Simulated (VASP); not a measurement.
Write the native input for VASP 6.6.1 that does the following.

```yaml
Task: single point
Functional: PBEsol
Potentials_or_basis: VASP PAW PBE potentials, release 64 (Ru_pv, S)
Cutoff: 520 eV
k_mesh: 6 × 6 × 6
Occupations: gaussian, width 0.05 eV
Spin: collinear spin, ferrimagnetic start
Starting_moments: "[1.0, -0.5, 0.0, 0.0, 0.0, 0.0] μB"
Hubbard_terms: Ru d U = 2 eV
Supercell_matrix: "[0, 1, 1, 1, 0, 1, 1, 1, 0]"
Further_INCAR_settings: ALGO = Normal; EDIFF = 1e-06
```

The structure of RuS2 lies in POSCAR:

```
RuS2
1.0
   -1.7605897000      3.0494308100      5.6803931900
    3.5211794000      0.0000000000      5.6803931900
    1.7605897000      3.0494308100      0.0000000000
Ru S
2 4
Direct
    0.0000000000      0.0000000000      0.0000000000
    0.5000000000      0.5000000000      0.5000000000
    0.2926666667      0.9593333333      0.3740000000
    0.7926666667      0.4593333333      0.8740000000
    0.2073333333      0.5406666667      0.1260000000
    0.7073333333      0.0406666667      0.6260000000
```

The cell comes from a database or a generator and needn't be the stable form of this composition.

These files were run (other wordings do the same):

INCAR

```
SYSTEM = RuS2
ALGO = Normal
EDIFF = 1E-6
ENCUT = 520
GGA = PS
ISIF = 2
ISMEAR = 0
ISPIN = 2
LASPH = .True.
LCHARG = .False.
LDAU = .True.
LDAUJ = 0 0
LDAUL = 2 -1
LDAUPRINT = 1
LDAUTYPE = 2
LDAUU = 2 0
LMAXMIX = 4
LORBIT = 11
LREAL = .False.
LWAVE = .False.
MAGMOM = 1 -0.5 0 0 0 0
NELM = 80
PREC = Accurate
SIGMA = 0.05
```

KPOINTS

```
k-points
0
Gamma
  6 6 6
  0 0 0
```

Potentials or basis: VASP PAW PBE potentials, release 64 (Ru_pv, S).

The run is started by

```console
$ cat potpaw_PBE.64/Ru_pv/POTCAR potpaw_PBE.64/S/POTCAR > POTCAR
$ mpirun -np 1 vasp_std > vasp.out
```

Results of the run:

- Pressure: -14.3 GPa
- Largest force: 1.574 eV/Å
- Band gap on the k mesh: none (metal or under the smearing width)
- Net moment: 0.00 μB per cell
- Site moments: Ru +1.36, -1.36; S +0.04, -0.04 μB
- Valence electrons inside the program's atomic spheres: Ru 12.34; S 3.58

Caveat: the PAW data sets were made with another functional, which shifts forces and pressure a little.

Run time: 15 min on 1 thread of AMD EPYC 9R45 (Zen 5), with other jobs on the host, peak memory 0.51 GiB.
